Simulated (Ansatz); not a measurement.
# ZnS: the cost of one run

Method: DFT PBE, scalar-relativistic, plane waves, PAW, in Ansatz 0.2.0.

4 further runs of the same task are left out: 2 that didn't finish, 2 set aside as unsound or not needed.

## (1) The system as given

It takes space group P6_3mc (No. 186, hexagonal). The conventional cell has a = 3.844 Å, b = 3.844 Å, c = 6.305 Å, α = 90.00°, β = 90.00°, γ = 120.00°. Zn (site symmetry 3m) has 4 S at 2.36 Å as nearest neighbours. S (site symmetry 3m) has 4 Zn at 2.36 Å as nearest neighbours.

As a file:

```
CELL_PARAMETERS angstrom
3.84407 0.00000 0.00000
-1.92203 3.32906 0.00000
0.00000 0.00000 6.30464
ATOMIC_POSITIONS crystal
Zn 0.33333 0.66667 0.00027
Zn 0.66667 0.33333 0.50027
S 0.33333 0.66667 0.37473
S 0.66667 0.33333 0.87473
```

It goes back to an entry of the Materials Project.

This cell was relaxed beforehand with the same method: volume 20.17 Å³/atom, gap on the mesh 2.08 eV.

The host's static dielectric tensor, from an earlier linear-response run, has a mean of 9.20.

## (2) Host supercell without the defect

Contents of input.yaml:

```yaml
crystal:
  lattice:
    - [0.0, 0.0, -6.3046430411]
    - [-5.7661004008, -3.3290596185, 0.0]
    - [1.0e-10, 6.6581192371, 0.0]
  atoms:
    - { symbol: Zn, position: [0.9997333264, 0.6666666667, 0.6666666667] }
    - { symbol: Zn, position: [0.9997333264, 1.0, 0.3333333333] }
    - { symbol: Zn, position: [0.9997333264, 0.3333333333, 1.0] }
    - { symbol: Zn, position: [0.4997333264, 0.3333333333, 0.3333333333] }
    - { symbol: Zn, position: [0.4997333264, 0.6666666667, 1.0] }
    - { symbol: Zn, position: [0.4997333264, 1.0, 0.6666666667] }
    - { symbol: S, position: [0.6252666736, 0.6666666667, 0.6666666667] }
    - { symbol: S, position: [0.6252666736, 1.0, 0.3333333333] }
    - { symbol: S, position: [0.6252666736, 0.3333333333, 1.0] }
    - { symbol: S, position: [0.1252666736, 0.3333333333, 0.3333333333] }
    - { symbol: S, position: [0.1252666736, 0.6666666667, 1.0] }
    - { symbol: S, position: [0.1252666736, 1.0, 0.6666666667] }
basis:
  ecutwfc: 420
  xc_grid: 2
kpoints:
  mp_grid: { grid: [2, 2, 2], shift: [0.0, 0.0, 0.0] }
hamiltonian:
  xc: pbe
scf:
  occupations: { method: gaussian, width: 0.01 }
output:
  forces: true
  stress: true
  eigenvalues: true
  write_density: true
  write_potential: true
  elf: true
  volumetric_format: npy
```

Started as:

```console
ansatz run input.yaml --threads 4 --pin off --max-ram 8192MiB --backend cpu --events-out ev --progress --plain --runs-dir out
```

What time and memory should one allow on 4 threads of Arm Neoverse V1, shared host?

About 1.6 s, with a peak of 0.59 GiB.
